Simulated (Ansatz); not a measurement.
An Ansatz input:

```yaml
crystal:
  lattice:
    - [0.0, 2.2255500309, 2.2255500309]
    - [2.2255500309, 0.0, 2.2255500309]
    - [2.2255500309, 2.2255500309, 0.0]
  atoms:
    - { symbol: Ga, position: [0.0, 0.0, 0.0] }
hamiltonian:
  xc: rpbe
  pseudopotentials:
    kind: paw
    azcp:
      Ga: "pseudopotentials/Ga.paw.azcp"
basis:
  ecutwfc: 420
  fft_grid_basis: typed
kpoints:
  mp_grid: { grid: [14, 14, 14], shift: [0, 0, 0] }
magnetization:
  spin_polarized: false
scf:
  occupations: { method: fermi_dirac, width: 0.1 }
  lower_state_search: "off"
output:
  stress: true
```

and its output:

```
Engine: ansatz 0.2.0, x86_64-unknown-linux-gnu
Pseudopotentials: kind: paw
Pseudopotential: Ga, paw, valence charge 13, recommended cutoff 420 eV (normal) 
Functional definition: RPBE
  parameter kappa = 0.804
  parameter beta = 0.06672455060314922
  exchange = rpbe_x(kappa = kappa, mu = beta*pi^2/3)
  correlation = pbe_c(beta = beta)
Crystal: 1 atoms, lattice volume = 22.047 Å³
Basis set: ecut = 420 eV, 411 PW (Γ)
Bands: 11, of which v1, the nominal top of the filled ones, is band 7 counted from 1 (6 counted from 0)
Symmetry: 48 space group operations
Space group: Fm-3m (ITA 225), of the structure as read, at distance tolerance 2.8e-5 Å
k-points: 104 of 2744
Non-local potential: Ga, projectors of the file, l = 0: 2, l = 1: 2, l = 2: 3, l = 3: 1
PAW form: soft (Blöchl's): semilocal exchange-correlation on the pseudo side does not see the compensation charge
PAW frozen core: Ga, regenerated for the run's functional, and the local potential with it (the file was generated under x = pbe(κ = 0.804, μ = 0.2195149727645171), c = pbe(β = 0.06672455060314922))
PAW one-centre angular grid: Ga, 590 points (default); XC on 64 Gauss nodes
Initial density: superposition of atomic densities (neutral atoms: chi_scale 0, normalization atom), corrected by the library's trained network
Initial wavefunctions: pseudopotential atomic-orbital guess
Functional: x = rpbe, c = pbe(β = 0.06672455060314922)
SCF iter   1: F=—  HF=-3788.559297 eV  |F-HF|=—  |Δ(HF+E_count)|=         —  Δρ=5.13e-3  dr2=1.88e-3  ethr=1.77e-3  ⟨swp⟩=5.0  Hψ=6613  notcnv=0
SCF iter   2: F=—  HF=-3788.558800 eV  |F-HF|=—  |Δ(HF+E_count)|=   4.97e-4  Δρ=2.25e-3  dr2=5.79e-4  ethr=1.45e-5  ⟨swp⟩=2.0  Hψ=2496  notcnv=0
SCF iter   3: F=—  HF=-3788.558765 eV  |F-HF|=—  |Δ(HF+E_count)|=   3.44e-5  Δρ=1.21e-3  dr2=1.11e-4  ethr=4.45e-6  ⟨swp⟩=2.7  Hψ=1838  notcnv=0  defer=2
SCF iter   4: F=—  HF=-3788.558745 eV  |F-HF|=—  |Δ(HF+E_count)|=   2.00e-5  Δρ=6.37e-5  dr2=3.41e-7  ethr=8.54e-7  ⟨swp⟩=2.0  Hψ=1634  notcnv=0  defer=1
SCF iter   5: F=—  HF=-3788.558743 eV  |F-HF|=—  |Δ(HF+E_count)|=   1.92e-6  Δρ=1.43e-5  dr2=1.72e-8  ethr=2.62e-9  ⟨swp⟩=2.8  Hψ=1826  notcnv=0  defer=1
SCF iter   6: F=-3788.558743 eV  HF=-3788.558743 eV  |F-HF|=7.16e-10  |Δ(HF+E_count)|=   1.44e-8  Δρ=2.27e-6  dr2=4.35e-10  ethr=1.32e-10  ⟨swp⟩=1.6  Hψ=3548  notcnv=0
SCF 1 converged in 6 iterations: F = -3788.558743 eV  dr2 = 4.35e-10
SCF converged after 6 iterations
Free energy (F): -3788.558743 eV
Harris-Foulkes:  -3788.558743 eV  (|F-HF|=7.16e-10)
Internal energy: -3788.541483 eV  (E = F + TS)
E sigma→0 (E₀):  -3788.550113 eV
Entropy (-TS):   -0.017260 eV (-17.260 meV/atom)
Fermi energy:    7.922403 eV
--- Per-component energies (eV) ---
  E_band       = -56.818373
  E_kinetic    = 112.877856
  E_local      = -1890.261628  (includes V_loc(G=0)·N_el)
  E_nonlocal   = 421.959174
  E_hartree    = 879.931127
  E_xc         = -68.579407
  E_vxc        = -56.704159  (∫ρ·V_xc dr)
  E_paw        = -1991.008664  (= ΣΔE_a)
  E_vpaw       = -404.550608  (= ΣTr[D̂ρ^β])
  E_aug_tail   = -0.000123  (compensation charges beyond the density's cutoff)
  E_ewald      = -1253.335747
  E_core_change = -0.124070  (= ΣΔE_core)
  E_smearing   = -0.017260  (= −TS)
  E_closure    = 0.000000  (closes the sum)
  Σ components = -3788.558743   (vs F -3788.558743, Δ=0.00e0)
--- Stress (GPa, compression-positive) ---
       -3.766926       0.000000       0.000000
        0.000000      -3.766926       0.000000
        0.000000       0.000000      -3.766926
  P = ⅓ Tr σ = -3.7669 GPa (-37.669 kbar)
```
